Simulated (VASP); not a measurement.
# GaP (R-3m) in VASP: a series of runs

The runs below take GaP through single point, with PBE.

Everything below comes from runs of VASP 6.6.1. Logs are shortened: lines on timing, memory, paths and dates and some standing lists are left out, and cuts for length are marked.

## Step 1: The structure

Symmetry: R-3m, No. 166, trigonal system. The conventional cell has a = 3.886 Å, b = 3.886 Å, c = 19.292 Å, α = 90.00°, β = 90.00°, γ = 120.00°. Ga (site symmetry 3m) has 3 P at 2.40 Å and 1 Ga at 2.49 Å as nearest neighbours. P (site symmetry 3m) has 1 P at 2.21 Å and 3 Ga at 2.40 Å as nearest neighbours.

Measurements of this composition are mostly on another form, of space group No. 216.

## Step 2: Single point, PBE

File INCAR:

```
SYSTEM = GaP
ADDGRID = .FALSE. ; ALGO = Normal
EDIFF = 1E-6 ; ENCUT = 450
GGA = PE ; ISIF = 2
ISMEAR = 0 ; LASPH = .TRUE.
LCHARG = .FALSE. ; LREAL = .FALSE.
LWAVE = .FALSE. ; NELM = 100
PREC = Accurate ; SIGMA = 0.05
```

File KPOINTS:

```
k-points
0
G
  7 7 7
  0 0 0
```

File POSCAR:

```
GaP
1.0
    1.9430151755      1.1218003346      6.4308101003
   -1.9430151755      1.1218003346      6.4308101003
    0.0000000000     -2.2436006692      6.4308101003
Ga P
2 2
Direct
    0.5646280000      0.5646280000      0.5646280000
    0.4353720000      0.4353720000      0.4353720000
    0.9426110000      0.9426110000      0.9426110000
    0.0573890000      0.0573890000      0.0573890000
```

Potentials or basis: VASP PAW PBE potentials, release 64 (Ga_d, P).

Run with:

```sh
$ cat potpaw_PBE.64/Ga_d/POTCAR potpaw_PBE.64/P/POTCAR > POTCAR
$ mpirun -np 1 vasp_std > vasp.out
```

OUTCAR:

```text
SYSTEM = GaP
   EDIFF = 1E-6
   ENCUT = 450
   GGA = PE
   ISIF = 2
   ISMEAR = 0
   LASPH = .TRUE.
   LREAL = .FALSE.
   NELM = 100
   PREC = Accurate

 Found     44 irreducible k-points:

 Following reciprocal coordinates:
            Coordinates               Weight
  0.000000  0.000000  0.000000      1.000000
  0.142857  0.000000  0.000000      6.000000
  0.285714  0.000000  0.000000      6.000000
  0.428571  0.000000  0.000000      6.000000
  0.142857  0.142857  0.000000      6.000000
  0.285714  0.142857  0.000000     12.000000
   k-points           NKPTS =     44   k-points in BZ     NKDIM =     44   number of bands    NBANDS=     22
   number of dos      NEDOS =    301   number of ions     NIONS =      4
   total plane-waves  NPLWV = 110592
   dimension x,y,z NGX =    48 NGY =   48 NGZ =   48
   dimension x,y,z NGXF=    96 NGYF=   96 NGZF=   96
   ions per type =               2   2
   NGX,Y,Z   is equivalent  to a cutoff of  11.72, 11.72, 11.72 a.u.
   NGXF,Y,Z  is equivalent  to a cutoff of  23.43, 23.43, 23.43 a.u.
 SYSTEM =  GaP
   PREC   = accura    normal or accurate (medium, high low for compatibility)
   ISTART =      0    job   : 0-new  1-cont  2-samecut
   ICHARG =      2    charge: 1-file 2-atom 10-const
   ISPIN  =      1    spin polarized calculation?
   LNONCOLLINEAR =      F non collinear calculations
   LSORBIT =      F    spin-orbit coupling
   LASPH  =      T    aspherical Exc in radial PAW
   ENCUT  =  450.0 eV  33.07 Ry    5.75 a.u.  11.78 11.78 11.78*2*pi/ulx,y,z
   NELM   =    100;   NELMIN=  2; NELMDL= -5     # of ELM steps
   EDIFF  = 0.1E-05   stopping-criterion for ELM
[... 18 lines left out ...]
     AMIX     =   0.40;   BMIX     =  1.00
     AMIX_MAG =   1.60;   BMIX_MAG =  1.00
  volume/ion in A,a.u.               =      21.03       141.89
  Fermi-wavevector in a.u.,A,eV,Ry     =   1.233785  2.331515 20.711129  1.522225
  Thomas-Fermi vector in A             =   2.368501
   LORBIT       =      0    0 simple, 1 ext, 2 COOP (PROOUT), +10 PAW based schemes
   GGA     = PE    functional components
[... 5 lines left out ...]
 non-spin polarized calculation
 Gauss-broadening in eV      SIGMA  =   0.05
  energy-cutoff  :      450.00
  volume of cell :       84.10
 maximum number of plane-waves:      1840
   NGX = 23   NGY = 23   NGZ = 23

 number of electron      35.9999994 magnetization

 Free energy of the ion-electron system (eV)
  ---------------------------------------------------
  ext. energy  EPLUGINS =         0.00000000
  ---------------------------------------------------
  free energy    TOTEN  =       -17.73216340 eV

  energy without entropy =      -17.73216340  energy(sigma->0) =      -17.73216340

 E-fermi :   4.8317     XC(G=0):  -9.6662

 val. band max:        4.6166034506   @ k =   0.0000   0.0000   0.0000
 cond. band min:       5.5961898493   @ k =  -0.4286  -0.4286   0.1429
 fundamental gap:      0.9795863987
 Fermi energy:         4.8316725366

 k-point     1 :       0.0000    0.0000    0.0000
  band No.  band energies     occupation
      1     -10.1424      2.00000
      2     -10.0165      2.00000
      3     -10.0165      2.00000
      4     -10.0023      2.00000
      5     -10.0023      2.00000
      6      -9.9509      2.00000
[... 14 lines left out ...]
     21       7.3650      0.00000
     22       8.2897      0.00000

 k-point     2 :       0.1429    0.0000    0.0000
  band No.  band energies     occupation
      1     -10.1383      2.00000
      2     -10.0398      2.00000
      3     -10.0143      2.00000
      4     -10.0136      2.00000
      5      -9.9941      2.00000
      6      -9.9545      2.00000
[... 14 lines left out ...]
     21       7.4635      0.00000
     22       8.7560      0.00000

 k-point     3 :       0.2857    0.0000    0.0000
  band No.  band energies     occupation
      1     -10.1312      2.00000
      2     -10.0835      2.00000
      3     -10.0339      2.00000
      4     -10.0110      2.00000
      5      -9.9756      2.00000
      6      -9.9630      2.00000
[... 14 lines left out ...]
     21       7.7303      0.00000
     22       9.5473      0.00000

 k-point     4 :       0.4286    0.0000    0.0000
  band No.  band energies     occupation
      1     -10.1285      2.00000
      2     -10.1123      2.00000
      3     -10.0458      2.00000
      4     -10.0095      2.00000
      5      -9.9701      2.00000
      6      -9.9609      2.00000
[... 14 lines left out ...]
     21       8.1810      0.00000
     22       9.1764      0.00000

 k-point     5 :       0.1429    0.1429    0.0000
  band No.  band energies     occupation
      1     -10.1382      2.00000
      2     -10.0369      2.00000
      3     -10.0156      2.00000
      4     -10.0153      2.00000
      5      -9.9938      2.00000
      6      -9.9545      2.00000
[... 14 lines left out ...]
     21       7.8603      0.00000
     22       8.5697      0.00000

 k-point     6 :       0.2857    0.1429    0.0000
  band No.  band energies     occupation
      1     -10.1319      2.00000
      2     -10.0674      2.00000
      3     -10.0327      2.00000
      4     -10.0101      2.00000
      5      -9.9851      2.00000
      6      -9.9567      2.00000
[... 14 lines left out ...]
     21       7.9510      0.00000
     22       8.9432      0.00000

 [... further k-points ...]

------------------------ aborting loop because EDIFF is reached ----------------------------------------

  FORCE on cell =-STRESS in cart. coord.  units (eV):
  Direction    XX          YY          ZZ          XY          YZ          ZX
  --------------------------------------------------------------------------------------
  -------------------------------------------------------------------------------------
  Total       -0.0534594     -0.0534594     -0.0153875      0.0000000      0.0000000     -0.0000000
  in kB       -1.0184186     -1.0184186     -0.2931364      0.0000000      0.0000000     -0.0000000
  external PRESSURE =      -0.7766578 kB  Pullay stress =       0.0000000 kB

 VOLUME and BASIS-vectors are now :
 -----------------------------------------------------------------------------
  energy-cutoff  :      450.00
  volume of cell :       84.10
      direct lattice vectors                 reciprocal lattice vectors
     1.943015176  1.121800335  6.430810100     0.257332010  0.148570705  0.051833801
    -1.943015176  1.121800335  6.430810100    -0.257332010  0.148570705  0.051833801
     0.000000000 -2.243600669  6.430810100     0.000000000 -0.297141410  0.051833801

 POSITION                                       TOTAL-FORCE (eV/Angst)
 -----------------------------------------------------------------------------------
      0.00000      0.00000     10.89305         0.000000      0.000000     -0.052216
      0.00000      0.00000      8.39938         0.000000     -0.000000      0.052216
      0.00000      0.00000     18.18526         0.000000      0.000000     -0.014513
      0.00000      0.00000      1.10717         0.000000      0.000000      0.014513
 -----------------------------------------------------------------------------------
    total drift:                               -0.000000      0.000000      0.000000

  FREE ENERGIE OF THE ION-ELECTRON SYSTEM (eV)
  ---------------------------------------------------
  free  energy   TOTEN  =       -17.7321634036 eV

  energy  without entropy=      -17.7321634036  energy(sigma->0) =      -17.73216340
```

OSZICAR:

```text
N       E                     dE             d eps       ncg     rms          rms(c)
DAV:   1     0.216373368929E+03    0.21637E+03   -0.16217E+04  1942   0.216E+03
DAV:   2     0.507634167566E+01   -0.21130E+03   -0.20720E+03  2094   0.444E+02
DAV:   3    -0.173093431990E+02   -0.22386E+02   -0.22124E+02  2296   0.119E+02
DAV:   4    -0.180185448009E+02   -0.70920E+00   -0.70783E+00  2574   0.226E+01
DAV:   5    -0.180326669506E+02   -0.14122E-01   -0.14117E-01  2550   0.284E+00    0.631E+00
DAV:   6    -0.177770290893E+02    0.25564E+00   -0.51018E-01  2764   0.104E+01    0.382E+00
DAV:   7    -0.177308032153E+02    0.46226E-01   -0.28500E-01  2350   0.320E+00    0.103E+00
DAV:   8    -0.177314726362E+02   -0.66942E-03   -0.33265E-02  2500   0.225E+00    0.225E-01
DAV:   9    -0.177318650004E+02   -0.39236E-03   -0.43410E-03  2390   0.746E-01    0.869E-02
DAV:  10    -0.177320202435E+02   -0.15524E-03   -0.57131E-04  2666   0.180E-01    0.335E-02
DAV:  11    -0.177321459592E+02   -0.12572E-03   -0.11846E-04  2296   0.657E-02    0.153E-02
DAV:  12    -0.177321629527E+02   -0.16993E-04   -0.22708E-05  2094   0.276E-02    0.734E-03
DAV:  13    -0.177321634036E+02   -0.45083E-06   -0.30580E-06  2016   0.181E-02
   1 F= -.17732163E+02 E0= -.17732163E+02  d E =-.151694E-11
```

stdout:

```text
POSCAR found type information on POSCAR GaP
 POSCAR found :  2 types and       4 ions
 scaLAPACK will be used
 LDA part: xc-table for (Slater+PW92), standard interpolation
 POSCAR, INCAR and KPOINTS ok, starting setup
 FFT: planning ... GRIDC
 FFT: planning ... GRID_SOFT
 FFT: planning ... GRID
 WAVECAR not read
 entering main loop
```

Run time: 2.1 min. Hardware: 1 thread of Intel Xeon Platinum 8488C (Sapphire Rapids), shared host; peak memory 0.33 GiB.

The run converged, but some of its settings lie outside the range that counts as converged, so its numbers aren't taken as properties of the crystal.

Results:

```
Free energy            : -17.7322 eV
Pressure               : -0.1 GPa
Largest force          : 0.052 eV/Å
Band gap on the k mesh : 0.98 eV, indirect (least direct gap 1.14 eV)
```

Caveat: an odd mesh through Γ misses points on the zone boundary, where band edges often lie.

## Step 3: Single point, PBE

INCAR: that of step 2 with these lines changed.

```diff
@@ -2,3 +2,3 @@
 ADDGRID = .FALSE. ; ALGO = Normal
-EDIFF = 1E-6 ; ENCUT = 450
+EDIFF = 1E-6 ; ENCUT = 700
 GGA = PE ; ISIF = 2
```

File KPOINTS:

```
k-points
0
G
  6 6 6
  0 0 0
```

POSCAR is that of step 2.

Potentials or basis: VASP PAW PBE potentials, release 64 (Ga_d, P).

Run with:

```sh
$ cat potpaw_PBE.64/Ga_d/POTCAR potpaw_PBE.64/P/POTCAR > POTCAR
$ mpirun -np 1 vasp_std > vasp.out
```

Run time: 3.2 min. Hardware: 1 thread of Intel Xeon Platinum 8488C (Sapphire Rapids), shared host; peak memory 0.49 GiB.

These settings aren't checked as converged: the numbers below hold their error.

Results:

- Free energy: -17.7235 eV
- Pressure: 0.0 GPa
- Largest force: 0.050 eV/Å
- Band gap on the k mesh: 0.84 eV, indirect (least direct gap 1.13 eV)

## Step 4: Single point, PBE

INCAR: that of step 3 with these lines changed.

```diff
@@ -2,3 +2,3 @@
 ADDGRID = .FALSE. ; ALGO = Normal
-EDIFF = 1E-6 ; ENCUT = 700
+EDIFF = 1E-6 ; ENCUT = 550
 GGA = PE ; ISIF = 2
```

File KPOINTS:

```
k-points
0
G
  7 7 7
  0 0 0
```

POSCAR is that of step 3.

Potentials or basis: VASP PAW PBE potentials, release 64 (Ga_d, P).

Run with:

```sh
$ cat potpaw_PBE.64/Ga_d/POTCAR potpaw_PBE.64/P/POTCAR > POTCAR
$ mpirun -np 1 vasp_std > vasp.out
```

OUTCAR:

```text
SYSTEM = GaP
   EDIFF = 1E-6
   ENCUT = 550
   GGA = PE
   ISIF = 2
   ISMEAR = 0
   LASPH = .TRUE.
   LREAL = .FALSE.
   NELM = 100
   PREC = Accurate

 Found     44 irreducible k-points:

 Following reciprocal coordinates:
            Coordinates               Weight
  0.000000  0.000000  0.000000      1.000000
  0.142857  0.000000  0.000000      6.000000
  0.285714  0.000000  0.000000      6.000000
  0.428571  0.000000  0.000000      6.000000
  0.142857  0.142857  0.000000      6.000000
  0.285714  0.142857  0.000000     12.000000
   k-points           NKPTS =     44   k-points in BZ     NKDIM =     44   number of bands    NBANDS=     22
   number of dos      NEDOS =    301   number of ions     NIONS =      4
   total plane-waves  NPLWV = 157464
   dimension x,y,z NGX =    54 NGY =   54 NGZ =   54
   dimension x,y,z NGXF=   108 NGYF=  108 NGZF=  108
   ions per type =               2   2
   NGX,Y,Z   is equivalent  to a cutoff of  13.18, 13.18, 13.18 a.u.
   NGXF,Y,Z  is equivalent  to a cutoff of  26.36, 26.36, 26.36 a.u.
 SYSTEM =  GaP
   PREC   = accura    normal or accurate (medium, high low for compatibility)
   ISTART =      0    job   : 0-new  1-cont  2-samecut
   ICHARG =      2    charge: 1-file 2-atom 10-const
[... 55 lines left out ...]

 E-fermi :   4.8324     XC(G=0):  -9.6662

 val. band max:        4.6165124882   @ k =   0.0000   0.0000   0.0000
 cond. band min:       5.5961562087   @ k =  -0.4286  -0.4286   0.1429
 fundamental gap:      0.9796437205
 Fermi energy:         4.8323548442

 k-point     1 :       0.0000    0.0000    0.0000
  band No.  band energies     occupation
      1     -10.1420      2.00000
      2     -10.0161      2.00000
      3     -10.0161      2.00000
      4     -10.0019      2.00000
      5     -10.0019      2.00000
      6      -9.9506      2.00000
[... 139 lines left out ...]
     21       7.9509      0.00000
     22       8.9432      0.00000

 [... further k-points ...]

------------------------ aborting loop because EDIFF is reached ----------------------------------------

  FORCE on cell =-STRESS in cart. coord.  units (eV):
  Direction    XX          YY          ZZ          XY          YZ          ZX
  --------------------------------------------------------------------------------------
  -------------------------------------------------------------------------------------
  Total       -0.0147643     -0.0147643      0.0235013      0.0000000     -0.0000000      0.0000000
  in kB       -0.2812653     -0.2812653      0.4477078      0.0000000     -0.0000000      0.0000000
  external PRESSURE =      -0.0382743 kB  Pullay stress =       0.0000000 kB

 VOLUME and BASIS-vectors are now :
 -----------------------------------------------------------------------------
  energy-cutoff  :      550.00
  volume of cell :       84.10
      direct lattice vectors                 reciprocal lattice vectors
     1.943015176  1.121800335  6.430810100     0.257332010  0.148570705  0.051833801
    -1.943015176  1.121800335  6.430810100    -0.257332010  0.148570705  0.051833801
     0.000000000 -2.243600669  6.430810100     0.000000000 -0.297141410  0.051833801

 POSITION                                       TOTAL-FORCE (eV/Angst)
 -----------------------------------------------------------------------------------
      0.00000      0.00000     10.89305         0.000000      0.000000     -0.052408
      0.00000      0.00000      8.39938         0.000000      0.000000      0.052408
      0.00000      0.00000     18.18526         0.000000     -0.000000     -0.013476
      0.00000      0.00000      1.10717         0.000000      0.000000      0.013476
 -----------------------------------------------------------------------------------
    total drift:                                0.000000      0.000000      0.000000

  FREE ENERGIE OF THE ION-ELECTRON SYSTEM (eV)
  ---------------------------------------------------
  free  energy   TOTEN  =       -17.7333138411 eV

  energy  without entropy=      -17.7333138411  energy(sigma->0) =      -17.73331384
```

stdout:

```text
POSCAR found type information on POSCAR GaP
 POSCAR found :  2 types and       4 ions
 scaLAPACK will be used
 LDA part: xc-table for (Slater+PW92), standard interpolation
 POSCAR, INCAR and KPOINTS ok, starting setup
 FFT: planning ... GRIDC
 FFT: planning ... GRID_SOFT
 FFT: planning ... GRID
 WAVECAR not read
 entering main loop
```

Wall time 2.5 min (1 thread of Intel Xeon Platinum 8488C (Sapphire Rapids), shared host); peak memory 0.42 GiB.

These settings aren't checked as converged: the numbers below hold their error.

Results:

```
Free energy            : -17.7333 eV
Pressure               : 0.0 GPa
Largest force          : 0.052 eV/Å
Band gap on the k mesh : 0.98 eV, indirect (least direct gap 1.14 eV)
```

Caveat: an odd mesh through Γ misses points on the zone boundary, where band edges often lie.

## Step 5: Single point, PBE

File INCAR:

```
  PREC = Accurate
  ENCUT = 500
  EDIFF = 1E-6
  ISMEAR = 0
  SIGMA = 0.02
  LREAL = False
  LASPH = True
  NELM = 80
  ALGO = Normal
  ISIF = 2
  LWAVE = False
  LCHARG = False
  GGA = PE
  NBANDS = 26
```

File KPOINTS:

```
Automatic mesh
0
Gamma
  4 4 4
```

POSCAR is that of step 4.

Potentials or basis: VASP PAW PBE potentials, release 64 (Ga_d_GW, P_GW).

Run with:

```sh
$ cat potpaw_PBE.64/Ga_d_GW/POTCAR potpaw_PBE.64/P_GW/POTCAR > POTCAR
$ mpirun -np 1 vasp_std > vasp.out
```

It took 1.7 min on 1 thread of Intel Xeon Platinum 8488C (Sapphire Rapids), shared host; peak memory 0.34 GiB.

The run converged. Its results:

```yaml
Free_energy: -17.5603 eV
Pressure: 0.1 GPa
Largest_force: 0.047 eV/Å
Band_gap_on_the_k_mesh: 0.82 eV, indirect (least direct gap 1.13 eV)
```

Forces in eV/Å, atoms in the order of the input:
```
Ga   0.000  0.000 -0.047
Ga   0.000  0.000  0.047
P    0.000  0.000 -0.039
P    0.000  0.000  0.039
```

Stress tensor (GPa, compression positive):
```
 0.30  0.00  0.00
 0.00  0.30  0.00
 0.00  0.00 -0.39
```

Levels at points of the mesh, in eV from the valence-band top:
```csv
k point,band 15,band 16,band 17,band 18,band 19,band 20,band 21,band 22
"(0.00, 0.00, 0.00)",-1.79,-0.26,0.00,0.00,1.13,1.49,2.74,3.65
"(0.50, 0.00, 0.00)",-4.46,-2.83,-2.66,-1.74,1.62,2.70,3.62,4.48
"(0.50, 0.50, 0.00)",-3.79,-3.09,-1.21,-0.50,0.82,1.50,1.52,4.01
"(0.50, 0.50, 0.50)",-1.70,-1.70,-0.25,-0.25,1.12,2.35,3.84,3.84
```

Caveat: the k mesh is coarse (spacing up to 0.47 Å⁻¹), so the values aren't converged; the cutoff is under 1.25 times the usual one of these potentials, so pressure, stress and relaxed cells hold a basis-set (Pulay) error.

## Step 6: The reference run

An earlier run on the cell as given: functional PBE; potentials or basis VASP PAW PBE potentials, release 64 (Ga_d, P); cutoff 520 eV; k mesh 8 × 8 × 8; occupations fermi-dirac, width 0.05 eV; no spin polarisation.

- Pressure: 0.0 GPa
- Largest force: 0.054 eV/Å
- Band gap on the k mesh: 0.84 eV, indirect (least direct gap 1.13 eV)
